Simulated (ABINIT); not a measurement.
Write the native input for ABINIT 10.8.3 (patched build) that does the following.

* Task: equation of state
* Functional: PBE
* Potentials or basis: JTH PAW PBE v2.0
* Cutoff: 435 eV
* k mesh: 12 × 12 × 12
* Occupations: fermi-dirac, width 0.05 eV
* Spin: no spin polarisation
* Fine-grid cutoff: 870.764 eV
* Exchange and correlation inside the PAW spheres: full angular mesh (pawxcdev 0, this build's default; the released program takes 1)

The system is Pt.

```xyz
1
Lattice="-1.5842 1.5842 1.5842 1.5842 -1.5842 1.5842 1.5842 1.5842 -1.5842" Properties=species:S:1:pos:R:3 pbc="T T T"
Pt    0.0000    0.0000    0.0000
```

This isn't the form of Pt at room conditions, which is fcc.

One way to write it, as run:

run.abi

```
# Datasets: one volume each
ndtset 7
getwfk -1
scalecart1 3*0.9795861087
scalecart2 3*0.9864848297
scalecart3 3*0.9932883884
scalecart4 3*1.0000000000
scalecart5 3*1.0066227096
scalecart6 3*1.0131594038
scalecart7 3*1.0196128224

# Pseudopotentials
pp_dirpath "./"
pseudos "Pt.GGA_PBE-JTH.xml"

# Structure
acell 3*1.0 Angstrom
rprim
    -1.5842200000     1.5842200000     1.5842200000
     1.5842200000    -1.5842200000     1.5842200000
     1.5842200000     1.5842200000    -1.5842200000
ntypat 1
znucl 78
natom 1
typat 1
xred
     0.0000000000     0.0000000000     0.0000000000

# Plane-wave basis
ecut 16.0
pawecutdg 32.0

# k points
kptopt 1
ngkpt 12 12 12
nshiftk 1
shiftk 0.0 0.0 0.0

# Exchange and correlation
ixc 11

# Bands and occupations
nband 9
occopt 3
tsmear 0.05 eV

# SCF cycle
nstep 100
tolvrs 1.0e-9

# Output
iomode 3
prtwf 1
prtden 0
prteig 0
prtebands 0
enunit 2
```

Potentials or basis: JTH PAW PBE v2.0.

The run is started by

```console
$ abinit run.abi > log 2>&1
```

Results of the run:

| Quantity | Value |
| --- | --- |
| Equilibrium volume | 15.86 Å³/atom |
| Bulk modulus | 240 GPa |
| Pressure derivative of the bulk modulus | 5.4 |

Caveat: pressures at fixed basis lie under the slope of the energies.

Run time: 69 s on 1 thread of Arm Neoverse V1 (shared host), peak memory 0.13 GiB.
